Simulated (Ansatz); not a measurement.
# TiO2 under changes of volume

One of the cells (10.435 Å³/atom); the others are scaled copies at fixed shape and fractional positions:

```
Ti O
1.0
     4.59984    0.00000    0.00000
     0.00000    4.59984    0.00000
     0.00000    0.00000    2.95921
Ti O
2 4
Cartesian
  0.0000 0.0000 1.4796
  2.2999 2.2999 0.0000
  1.3998 1.3998 1.4796
  0.9001 3.6997 0.0000
  3.6997 0.9001 0.0000
  3.2000 3.2000 1.4796
```

The cell is a database's computed one.

* Program: Ansatz 0.2.0
* Functional: PBE
* Potentials or basis: Ansatz PAW
* Cutoff: 420 eV (not typed: the program's choice for these potentials)
* k mesh: 6 × 6 × 9
* Occupations: fermi-dirac, width 0.05 eV
* Spin: no spin polarisation

| volume (Å³/atom) | energy over the lowest point (meV/atom) | pressure (GPa) | gap on the mesh (eV) | largest force (eV/Å) |
| --- | --- | --- | --- | --- |
| 9.809 | 51.16 | 21.6 | 2.02 | 0.309 |
| 10.018 | ? | ? | ? | ? |
| 10.227 | 11.25 | 9.4 | 1.92 | 0.093 |
| 10.435 | 2.42 | 4.2 | 1.87 | 0.004 |
| 10.644 | 0.00 | -0.4 | 1.82 | 0.094 |
| 10.853 | 3.36 | -4.6 | 1.77 | 0.178 |
| 11.062 | 11.90 | -8.4 | 1.72 | 0.257 |

Q: What does the run at 10.018 Å³/atom give?

A: Energy over the lowest point 27.27 meV/atom; pressure 15.2 GPa; gap on the mesh 1.97 eV; largest force 0.197 eV/Å.

Worked out: A Birch-Murnaghan fit of order 3 (a polynomial in V^(-2/3)) to the other rows has its minimum at 10.62 Å³/atom with B0 = V·E''(V) = 227 GPa and B' = 4.4 at fixed shape and positions, which overstates the stiffness. It gives 27.22 meV/atom at 10.018 Å³/atom, against the run's 27.27, and -dE/dV = 15.2 GPa, against 15.2. A straight line through the other rows of the gap, of slope -2.5 eV per unit of ln V (its deformation potential), gives 1.97 eV, against the run's 1.97.

Energies are extrapolated to zero smearing.

Caveats: odd divisions of the mesh miss points on the zone boundary, where band edges often lie, so the gap on the mesh can be too wide.

A mesh can miss the band edges.
